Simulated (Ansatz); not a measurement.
Crystal: HfN.

```xyz
2
Lattice="0.0000 2.2560 2.2560 2.2560 0.0000 2.2560 2.2560 2.2560 0.0000" Properties=species:S:1:pos:R:3 pbc="T T T"
Hf    0.0000    0.0000    0.0000
N     2.2560    2.2560    2.2560
```

Base run:

* Program: Ansatz 0.2.0
* Functional: BLYP
* Potentials or basis: all-electron LAPW, scalar-relativistic
* Cutoff: 344 eV
* Density cutoff: 1374 eV
* Basis error allowed: 0.001 eV/atom
* k mesh: 10 × 10 × 10
* Occupations: fermi-dirac, width 0.05 eV
* Spin: no spin polarisation

Its results: pressure 15.5 GPa.

Q: The run is repeated on the same cell with these changes: functional from BLYP to PBEsol; potentials or basis from all-electron LAPW, scalar-relativistic to all-electron LAPW, non-relativistic. What comes out?

A: Pressure 11.7 GPa.

Caveats: relativity is left out, which matters for the heavier elements (some runs).

Not every run made on this cell is shown here.
